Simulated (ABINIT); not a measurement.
**CoO in ABINIT: the effect of Hubbard term**

CoO:

```
Co O
1.0
     1.50547    0.86918    2.43993
    -1.50547    0.86918    2.43993
     0.00000   -1.73837    2.43993
Co O
1 1
Cartesian
  0.0000 0.0000 0.0000
  0.0000 0.0000 3.6599
```

The cell is a database's computed one.

Alike in all runs:

- Program: ABINIT 10.8.3 (patched build)
- Task: single point
- Functional: PBE
- Potentials or basis: JTH PAW PBE v2.0
- Cutoff: 707 eV
- k mesh: 9 × 9 × 9
- Occupations: fermi-dirac, width 0.05 eV
- Spin: collinear spin, ferromagnetic start
- Starting moments: [2.0, 0.0] μB
- Double counting (usepawu): 1
- Fine-grid cutoff: 1306.15 eV

| Hubbard term | pressure (GPa) |
| --- | --- |
| Co d U = 0 eV | -0.7 |
| Co d U = 4 eV | 2.5 |
| Co d U = 6 eV | 3.6 |
| Co d U = 8 eV | ? |

Question: What does the run with Hubbard term Co d U = 8 eV give?

Answer: Pressure 4.8 GPa.

Worked out: A straight line through the other rows of the pressure, of slope 0.729 GPa per eV, extrapolates to 5.2 GPa, against the run's 4.8.

Caveats: a cell with one magnetic atom can't hold antiferromagnetic order, which such compounds often take.
